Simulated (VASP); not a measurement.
Set up this calculation in VASP 6.6.1, as the native input.

```yaml
Task: band structure
Functional: revTPSS
Potentials_or_basis: VASP PAW PBE potentials, release 64 (Hf_pv, O)
Cutoff: 520 eV
k_mesh: 6 × 6 × 8
Occupations: fermi-dirac, width 0.05 eV
Spin: no spin polarisation
Further_INCAR_settings: ALGO = Normal; EDIFF = 1e-06; NBANDS = 31
```

The structure of HfO2 lies in POSCAR:

```
HfO2
1.0
    4.8135329900      0.0000000000      0.0000000000
    0.0000000000      4.8135329900      0.0000000000
    0.0000000000      0.0000000000      3.2054154100
Hf O
2 4
Direct
    0.5000000000      0.5000000000      0.5000000000
    0.0000000000      0.0000000000      0.0000000000
    0.8050448800      0.1949551200      0.5000000000
    0.6949551200      0.6949551200      0.0000000000
    0.3050448800      0.3050448800      0.0000000000
    0.1949551200      0.8050448800      0.5000000000
```

Measurements of this composition are mostly on another form, of space group No. 14.

One way to write it, as run:

INCAR

```
PREC = Accurate ; ENCUT = 520
EDIFF = 1E-6 ; ISMEAR = -1
SIGMA = 0.05 ; LREAL = F
LASPH = T ; NELM = 80
ALGO = Normal ; ISIF = 2
LWAVE = F ; LCHARG = F
LMAXMIX = 4 ; METAGGA = RTPSS
LMIXTAU = T ; NBANDS = 31
```

KPOINTS

```
regular mesh
0
Gamma
  6 6 8
```

KPOINTS_OPT

```
path GXMGZRAZ,XR,MA
10
line-mode
reciprocal
 0.0000000000  0.0000000000  0.0000000000  G
 0.0000000000  0.5000000000  0.0000000000  X

 0.0000000000  0.5000000000  0.0000000000  X
 0.5000000000  0.5000000000  0.0000000000  M

 0.5000000000  0.5000000000  0.0000000000  M
 0.0000000000  0.0000000000  0.0000000000  G

 0.0000000000  0.0000000000  0.0000000000  G
 0.0000000000  0.0000000000  0.5000000000  Z

 0.0000000000  0.0000000000  0.5000000000  Z
 0.0000000000  0.5000000000  0.5000000000  R

 0.0000000000  0.5000000000  0.5000000000  R
 0.5000000000  0.5000000000  0.5000000000  A

 0.5000000000  0.5000000000  0.5000000000  A
 0.0000000000  0.0000000000  0.5000000000  Z

 0.0000000000  0.5000000000  0.0000000000  X
 0.0000000000  0.5000000000  0.5000000000  R

 0.5000000000  0.5000000000  0.0000000000  M
 0.5000000000  0.5000000000  0.5000000000  A
```

Potentials or basis: VASP PAW PBE potentials, release 64 (Hf_pv, O).

Run with:

```bash
$ cat potpaw_PBE.64/Hf_pv/POTCAR potpaw_PBE.64/O/POTCAR > POTCAR
$ mpirun -np 1 vasp_std > vasp.out
```

It gave:

The pressure is 3.0 GPa, the largest force is 0.024 eV/Å and the band gap on the k mesh is 4.07 eV, direct. The band gap along the path is 4.07 eV, direct.

Caveat: the PAW data sets were made with another functional, which shifts forces and pressure a little; spin-orbit coupling is left out, which moves the levels of the heavy elements.

Run time: 7 min on 1 thread of Intel(R) Xeon(R) Platinum 8488C (Sapphire Rapids), with other jobs on the host, peak memory 0.28 GiB.
